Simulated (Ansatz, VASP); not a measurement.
## Lu in VASP and in Ansatz

INCAR

```
SYSTEM = Lu
PREC     = Accurate       ! precision mode
ENCUT    = 520            ! plane-wave cutoff, eV
EDIFF    = 1E-6           ! SCF threshold, eV
ISMEAR   = -1             ! smearing method
SIGMA    = 0.1            ! smearing width, eV
LREAL    = .False.        ! projectors in reciprocal space
LASPH    = .True.         ! aspherical terms in the spheres
NELM     = 80             ! most SCF steps
ALGO     = Normal         ! electronic algorithm
ISIF     = 2              ! what is computed and relaxed
LWAVE    = .False.        ! write WAVECAR
LCHARG   = .True.         ! write CHGCAR
GGA      = RP             ! functional
LELF     = .True.         ! ELF
LVHAR    = .True.       
NBANDS   = 18             ! bands
```

KPOINTS

```
Automatic mesh
0
Gamma
  13 13 13
  0 0 0
```

Contents of POSCAR:

```
Lu
1.0
   -1.9551767732      1.9551767732      1.9551767732
    1.9551767732     -1.9551767732      1.9551767732
    1.9551767732      1.9551767732     -1.9551767732
Lu
1
Direct
    0.0000000000      0.0000000000      0.0000000000
```

Input for Ansatz:

```yaml
crystal:
  lattice:
    - [-1.9551767732, 1.9551767732, 1.9551767732]
    - [1.9551767732, -1.9551767732, 1.9551767732]
    - [1.9551767732, 1.9551767732, -1.9551767732]
  atoms:
    - { symbol: Lu, position: [0.0, 0.0, 0.0] }
hamiltonian:
  xc: rpbe
  pseudopotentials:
    kind: paw
    azcp:
      Lu: "pseudopotentials/Lu.paw.azcp"
basis:
  ecutwfc: 420
  fft_grid_basis: typed
kpoints:
  mp_grid: { grid: [13, 13, 13], shift: [0, 0, 0] }
magnetization:
  spin_polarized: false
scf:
  occupations: { method: fermi_dirac, width: 0.1 }
  lower_state_search: "off"
output:
  stress: true
```

Alike in both runs: task single point; functional RPBE; k mesh 13 × 13 × 13; occupations fermi-dirac, width 0.1 eV; no spin polarisation.

|  | VASP | Ansatz |
| --- | --- | --- |
| version | VASP 6.6.1 | Ansatz 0.2.0 |
| potentials or method | VASP PAW PBE potentials, release 64 (Lu) | plane waves (420 eV) with PAW, scalar-relativistic |
| plane-wave cutoff (eV) | 520 | 420 |
| valence electrons in the cell | 25 | 25 |

```csv
,VASP,Ansatz,Ansatz less VASP
pressure (GPa),1.8,1.8,-0.08
```

With one functional, cell and mesh, what is left measures potentials, basis and numerics.

Caveats: the PAW data sets were made with another functional, which shifts forces and pressure a little (VASP). Spin-orbit coupling is left out, which matters for the levels of Lu.
